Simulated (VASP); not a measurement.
# PbS: which input changes matter, part 3 of 3

Aim: change the input of a sound run on PbS piece by piece and see what each change does. All runs use PBE. The start is a computed cell from the Materials Project.

VASP 6.6.1; PBE; plane waves and PAW (Pb_d, S).

So far. Step 2 (Reference run): The pressure is 0.81 GPa and the largest force 0.013 eV/Å, so the cell is not at a minimum at these settings. Step 3 (Self-consistent run (PBE) with a changed input): Against the reference run the energy at zero smearing moves by -0.12 meV an atom and the pressure by +0.03 GPa.

## Step 8: Self-consistent run (PBE) with a changed input, try 2

A single point gives energy, forces and stress at these settings. Some settings are moved from the usual, to see what they do.

The input, INCAR:

```
SYSTEM = PbS
PREC = Accurate
ENCUT = 300
EDIFF = 1E-06
NELM = 100
ISMEAR = -1
SIGMA = 0.05
LREAL = .FALSE.
ALGO = Normal
GGA = PE
NBANDS = 49
LORBIT = 11
LWAVE = .FALSE.
LCHARG = .FALSE.
KPAR = 8
ISIF = 2
AMIX = 0.6
```

The input, POSCAR:

```
PbS
1.0
    8.4331939300      0.0000000000      0.0000000000
    0.0000000000      4.2305071600      0.0000000000
    0.0000000000      0.0000000000      5.9824948000
Pb S
4 4
Direct
    0.1237649400      0.7500000000      0.7500887600
    0.6237649400      0.7500000000      0.7499112400
    0.8762350600      0.2500000000      0.2499112400
    0.3762350600      0.2500000000      0.2500887600
    0.8747563400      0.2500000000      0.7509490300
    0.3747563400      0.2500000000      0.7490509700
    0.1252436600      0.7500000000      0.2490509700
    0.6252436600      0.7500000000      0.2509490300
```

The input, KPOINTS:

```
Automatic mesh
0
Gamma
3 6 5
0 0 0
```

PAW data sets: Pb_d and S (PBE family, release 64).

On the command line:

```console
mpirun -np 8 vasp_std
```

The log of the run:

```text
[... set-up lines as in an earlier step ...]
 entering main loop
       N       E                     dE             d eps       ncg     rms          rms(c)
DAV:   1     0.764934927488E+03    0.76493E+03   -0.27243E+04  2352   0.119E+03
DAV:   2     0.574440025052E+02   -0.70749E+03   -0.67871E+03  2545   0.391E+02
DAV:   3    -0.326542953345E+02   -0.90098E+02   -0.86989E+02  3035   0.165E+02
DAV:   4    -0.368623257419E+02   -0.42080E+01   -0.41764E+01  2855   0.384E+01
DAV:   5    -0.370627844019E+02   -0.20046E+00   -0.20032E+00  3038   0.707E+00    0.942E+00
DAV:   6    -0.350871472991E+02    0.19756E+01   -0.11166E+01  3091   0.148E+01    0.656E+00
DAV:   7    -0.350375177327E+02    0.49630E-01   -0.13561E+00  2745   0.537E+00    0.341E+00
DAV:   8    -0.350707113309E+02   -0.33194E-01   -0.24168E-01  3315   0.258E+00    0.129E+00
DAV:   9    -0.350573239764E+02    0.13387E-01   -0.42079E-02  3153   0.124E+00    0.210E-01
DAV:  10    -0.350579139583E+02   -0.58998E-03   -0.50224E-03  3078   0.228E-01    0.190E-01
DAV:  11    -0.350579308384E+02   -0.16880E-04   -0.30182E-04  3019   0.126E-01    0.682E-02
DAV:  12    -0.350579326213E+02   -0.17828E-05   -0.36221E-05  2462   0.240E-02    0.271E-02
DAV:  13    -0.350579295932E+02    0.30281E-05   -0.76940E-06  2459   0.136E-02    0.425E-03
DAV:  14    -0.350579296180E+02   -0.24813E-07   -0.75790E-07  1720   0.553E-03
   1 F= -.35057930E+02 E0= -.35057907E+02  d E =-.453224E-04
```

The job ended after 14 s (8 MPI ranks of Intel Xeon 6975P-C (Granite Rapids), shared host; peak memory 2 GiB).

From OUTCAR (step 8):

```text
   ENCUT  =  300.0 eV  22.05 Ry    4.70 a.u.  11.91  5.97  8.45*2*pi/ulx,y,z

   NELECT =      80.0000    total number of electrons

 E-fermi :   5.7216

 k-point     1 :       0.0000    0.0000    0.0000
  band No.  band energies     occupation
    ...
     36       3.4768      2.00000
     37       3.7149      2.00000
     38       3.7291      2.00000
     39       4.7377      2.00000
     40       4.7622      2.00000
     41       6.9646      0.00000
     42       6.9724      0.00000
     43       7.9791      0.00000
     44       7.9812      0.00000
     45       9.4994      0.00000
    ...

  Total        0.7021798      0.5262053      0.2156421      0.0000000     -0.0000000      0.0000000
  in kB        5.2709881      3.9500169      1.6187405      0.0000000     -0.0000000      0.0000000
  external PRESSURE =       3.6132485 kB  Pullay stress =       0.0000000 kB

 POSITION                                       TOTAL-FORCE (eV/Angst)
 -----------------------------------------------------------------------------------
      1.04373      3.17288      4.48740         0.012956     -0.000000     -0.002645
      5.26033      3.17288      4.48634         0.012956     -0.000000      0.002645
      7.38946      1.05763      1.49509        -0.012956     -0.000000      0.002645
      3.17286      1.05763      1.49615        -0.012956     -0.000000     -0.002645
      7.37699      1.05763      4.49255         0.000290      0.000000     -0.007861
      3.16039      1.05763      4.48119         0.000290     -0.000000      0.007861
      1.05620      3.17288      1.48995        -0.000290      0.000000      0.007861
      5.27280      3.17288      1.50130        -0.000290      0.000000     -0.007861
 -----------------------------------------------------------------------------------
    total drift:                                0.000000      0.000000     -0.000000

  FREE ENERGIE OF THE ION-ELECTRON SYSTEM (eV)
  ---------------------------------------------------
  free  energy   TOTEN  =       -35.0579296180 eV

  energy  without entropy=      -35.0578842956  energy(sigma->0) =      -35.05790696

[... 6 parts as in an earlier step ...]

[... 10 further parts left out ...]
```

The run converged, and its energy and pressure stay near those of the sound run.

Against the sound run on this cell (reference run) the energy at zero smearing moves by +1.8 meV an atom and the pressure by -0.45 GPa.

Settings moved from the usual: AMIX = 0.6 and ENCUT = 300.

The cutoff falls from 400 to 300 eV, which shrinks the basis; the stress suffers most (Pulay stress), and PAW energies need not rise evenly as the basis shrinks. AMIX acts on the way to self-consistency or on speed; a fully converged result doesn't depend on them, though slow mixing can meet EDIFF with the stress still off.

## Step 9: Full relaxation (PBE)

The start need not lie at this functional's minimum. ISIF = 3 frees volume, shape and positions, and EDIFFG sets the threshold on forces and stress at which the search stops.

INCAR: that of step 8 with these lines changed.

```diff
@@ -2,3 +2,3 @@
 PREC = Accurate
-ENCUT = 300
+ENCUT = 400
 EDIFF = 1E-06
@@ -15,3 +15,5 @@
 KPAR = 8
-ISIF = 2
-AMIX = 0.6
+IBRION = 2
+NSW = 60
+ISIF = 3
+EDIFFG = -0.01
```

POSCAR is that of step 8.

KPOINTS is that of step 8.

On the command line:

```console
mpirun -np 8 vasp_std
```

The log of the run:

```text
[... set-up lines as in an earlier step ...]
 entering main loop
       N       E                     dE             d eps       ncg     rms          rms(c)
[... 13 cycles as in an earlier step ...]
   1 F= -.35072654E+02 E0= -.35072631E+02  d E =-.350727E+02
 curvature:   0.00 expect dE= 0.000E+00 dE for cont linesearch  0.000E+00
 trial: gam= 0.00000 g(F)=  0.436E-04 g(S)=  0.217E-01 ort = 0.000E+00 (trialstep = 0.100E+01)
 search vector abs. value=  0.217E-01
 bond charge predicted
       N       E                     dE             d eps       ncg     rms          rms(c)
DAV:   1    -0.353551940616E+02   -0.28254E+00   -0.92772E+00  3015   0.321E+01    0.293E+00
DAV:   2    -0.351207148786E+02    0.23448E+00   -0.51438E-01  2923   0.736E+00    0.109E+00
DAV:   3    -0.350801869397E+02    0.40528E-01   -0.17806E-01  2964   0.415E+00    0.224E-01
DAV:   4    -0.350803312468E+02   -0.14431E-03   -0.69336E-03  2756   0.414E-01    0.822E-02
DAV:   5    -0.350802924986E+02    0.38748E-04   -0.67736E-04  3197   0.216E-01    0.712E-02
DAV:   6    -0.350802979531E+02   -0.54545E-05   -0.82480E-05  3078   0.612E-02    0.390E-02
DAV:   7    -0.350802857647E+02    0.12188E-04   -0.20899E-05  3146   0.250E-02    0.116E-02
DAV:   8    -0.350802890373E+02   -0.32725E-05   -0.26203E-06  2147   0.137E-02    0.575E-03
DAV:   9    -0.350802910137E+02   -0.19764E-05   -0.62475E-07  1576   0.679E-03    0.136E-03
DAV:  10    -0.350802909832E+02    0.30455E-07   -0.24184E-07  1516   0.431E-03
   2 F= -.35080291E+02 E0= -.35080277E+02  d E =-.763717E-02
[...]
3 F= -.35081043E+02 E0= -.35081027E+02  d E =-.838895E-02
[...]
4 F= -.35081040E+02 E0= -.35081024E+02  d E =-.838603E-02
 curvature:  -0.38 expect dE=-0.531E-04 dE for cont linesearch -0.177E-05
 ZBRENT: accuracy reached
 trial: gam=-0.00821 g(F)=  0.338E-04 g(S)=  0.105E-03 ort = 0.317E-03 (trialstep = 0.951E+00)
 search vector abs. value=  0.135E-03
 bond charge predicted
       N       E                     dE             d eps       ncg     rms          rms(c)
DAV:   1    -0.350813215275E+02   -0.28239E-03   -0.20606E-02  2479   0.712E-01    0.763E-02
DAV:   2    -0.350812354687E+02    0.86059E-04   -0.11317E-03  3647   0.268E-01    0.473E-02
DAV:   3    -0.350811356430E+02    0.99826E-04   -0.16020E-04  3343   0.113E-01    0.883E-03
DAV:   4    -0.350811398755E+02   -0.42324E-05   -0.52303E-05  2780   0.614E-02    0.457E-03
DAV:   5    -0.350811402267E+02   -0.35128E-06   -0.18168E-06  1742   0.135E-02
   5 F= -.35081140E+02 E0= -.35081124E+02  d E =-.100382E-03
 trial-energy change:   -0.000100  1 .order   -0.000101   -0.000129   -0.000073
 step:   2.1778(harm=  2.1778)  dis= 0.00116  next Energy=   -35.081188 (dE=-0.148E-03)
 reached required accuracy - stopping structural energy minimisation
```

The job ended after 64 s (8 MPI ranks; peak memory 2.8 GiB; 6.8 min of CPU time).

OUTCAR, selected parts (step 9):

```text
   NELECT =      80.0000    total number of electrons

 E-fermi :   5.5481

 k-point     1 :       0.0000    0.0000    0.0000
  band No.  band energies     occupation
    ...
     36       3.3605      2.00000
     37       3.5914      2.00000
     38       3.6038      2.00000
     39       4.5637      2.00000
     40       4.5856      2.00000
     41       6.8006      0.00000
     42       6.8071      0.00000
     43       7.8132      0.00000
     44       7.8146      0.00000
     45       9.3636      0.00000
    ...

  Total        0.0762178     -0.0191009      0.0028067      0.0000000      0.0000000      0.0000000
  in kB        0.5638849     -0.1413146      0.0207647      0.0000000      0.0000000      0.0000000
  external PRESSURE =       0.1477783 kB  Pullay stress =       0.0000000 kB

 POSITION                                       TOTAL-FORCE (eV/Angst)
 -----------------------------------------------------------------------------------
      1.05143      3.18838      4.50176         0.009792     -0.000000     -0.001193
      5.29520      3.18838      4.50102         0.009792      0.000000      0.001193
      7.43612      1.06279      1.50009        -0.009792      0.000000      0.001193
      3.19235      1.06279      1.50083        -0.009792     -0.000000     -0.001193
      7.42465      1.06279      4.50649         0.001980     -0.000000     -0.006174
      3.18087      1.06279      4.49629         0.001980      0.000000      0.006174
      1.06290      3.18838      1.49536        -0.001980      0.000000      0.006174
      5.30668      3.18838      1.50557        -0.001980     -0.000000     -0.006174
 -----------------------------------------------------------------------------------
    total drift:                                0.000000      0.000000     -0.000000

  FREE ENERGIE OF THE ION-ELECTRON SYSTEM (eV)
  ---------------------------------------------------
  free  energy   TOTEN  =       -35.0811402267 eV

  energy  without entropy=      -35.0811084804  energy(sigma->0) =      -35.08112435

[... 9 parts as in an earlier step ...]

[... 9 further parts left out ...]
```

The run keeps the 8 symmetry operations of its start, so it cannot find a distortion of lower symmetry.

The steps of the relaxation:

```tsv
step	energy less that of the first step (eV)	largest force (eV/Å)	pressure (GPa)	volume (Å³)
1	0.0000	0.0128	0.81	213.44
2	-0.0076	0.0098	-0.25	217.62
3	-0.0084	0.0114	-0.01	216.65
4	-0.0084	0.0112	0.00	216.59
5	-0.0085	0.0099	0.01	216.56
```

```tsv
conventional cell, symmetrised	before	after	change
a (Å)	8.433	8.488	+0.6 %
b (Å)	4.231	4.251	+0.5 %
c (Å)	5.982	6.002	+0.3 %
volume (Å³/atom)	26.68	27.07	+1.5 %
```

Final coordinates:

```
Pb S
1.0
     8.48755    0.00000    0.00000
     0.00000    4.25117    0.00000
     0.00000    0.00000    6.00185
Pb S
4 4
Direct
  0.12388 0.75000 0.75006
  0.62388 0.75000 0.74994
  0.87612 0.25000 0.24994
  0.37612 0.25000 0.25006
  0.87477 0.25000 0.75085
  0.37477 0.25000 0.74915
  0.12523 0.75000 0.24915
  0.62523 0.75000 0.25085
```

This step gave:

- free energy (TOTEN): -35.08 eV
- Fermi energy: 5.548 eV
- pressure: 0.01478 GPa
- SCF cycles over all ionic steps: 41
- gap on the k-mesh: 0.8448 eV
- least direct gap on the k-mesh: 0.8452 eV

It ends with a largest force of 0.010 eV/Å and a pressure of 0.01 GPa.

## Step 10: The runs together

| changed | job | ended | energy (meV/atom) | pressure (GPa) | volume (%) |
| --- | --- | --- | --- | --- | --- |
| ENCUT = 450 | single point | converged | -0.12 | +0.03 | - |
| ICHARG = 11 | single point | refused | - | - | - |
| k = 1×2×2 | single point | converged | +401.20 | +4.21 | - |
| PREC = Medium | relaxation | converged | - | - | +0.0 |
| NELM = 84, NSW = 1 | relaxation | not converged | - | - | - |
| AMIX = 0.6, ENCUT = 300 | single point | converged | +1.84 | -0.45 | - |

## Step 11: Summary of results

* ENCUT = 450 (single point): converged, -0.12 meV/atom
* ICHARG = 11 (single point): refused
* k = 1×2×2 (single point): converged, +401.20 meV/atom
* PREC = Medium (relaxation): converged, volume +0.0 %
* NELM = 84, NSW = 1 (relaxation): not converged
* AMIX = 0.6, ENCUT = 300 (single point): converged, +1.84 meV/atom

Changes that show themselves, by a stop, a warning or no convergence: ICHARG = 11; NELM = 84, NSW = 1 (where several settings stand together, the step names the one at fault, if it is known). Changes that converge quietly and move the result by over 10 meV an atom or 1 % in volume: k = 1×2×2. Changes with no effect beyond 1 meV an atom and 0.1 GPa here: ENCUT = 450. Differences of single points are from the reference run, and of volumes from the sound relaxation.

[Lines on the potential files, build, host, timing and source positions are cut from VASP's logs without a mark.]

[Logs are printed without paths, hosts, clocks, repeated set-up lines and the standing remarks that a program may print on its own settings, such as how far it seeks lower states.]

[Hosts, paths, dates, database ids (printed as entryN), source tags and the programs' standing remarks are cut or masked in the printed files.]

[A measured line is paired with the nearest computed mode of its activity, which favours agreement.]

[In band tables of VASP the shares of atoms and orbitals are scaled to a sum of 1 inside the atoms' spheres.]
